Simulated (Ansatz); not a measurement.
## Compressing ZrN: a fit and a missing row

ZrN, Fm-3m, a = 4.586 Å. Ansatz: r2SCAN, PAW, 500 eV, Γ-centred 16×16×16 mesh on 2 atoms, Gaussian smearing 0.10 eV; no spin polarisation. Symmetry fixes shape and atoms, so the cell is only scaled; pressure is positive in compression.

| V (Å³/atom) | P (GPa) |
| --- | --- |
| 11.334 | ? |
| 11.696 | 8.51 |
| 12.058 | -0.03 |
| 12.419 | -7.31 |
| 12.781 | -13.53 |

Problem. Take V0 = 12.058 Å³/atom, count pressures from its P0 = -0.03 GPa, fit the third-order Birch–Murnaghan form to the other rows, and predict the missing pressure.

Solution. With the Eulerian strain f = ½[(V0/V)^(2/3) − 1] and y = (P − P0)/[3f(1 + 2f)^(5/2)], the form is the line y = B0 + 1.5 B0 (B0′ − 4) f. Rows (f, y): 0.01026, 263.7; -0.00974, 261.7; -0.01904, 260.4. Means f = -0.006173, y = 261.93; Σ(Δf)² = 0.0004483, ΣΔfΔy = 0.04959; the slope is their ratio. y = 262.6 + 110.6 f GPa, so B0 = 262.6 GPa and B0′ = 4 + 2 × (110.6)/(3 × 262.6) = 4.28. At V = 11.334, f = 0.02107, y = 264.93 and P = 18.54 GPa. The run gave 18.50 GPa, so the fit is 0.04 GPa too high, a small miss on the scale of the series. The form still works here, 33 % of the fitted range beyond its end.

The cell has an odd number of electrons and ran without spin polarisation, so a magnetic or disproportionated state may lie lower.

Cost: 5 runs of about 0.8 core-minutes in all, on Arm Neoverse V1 (shared hosts).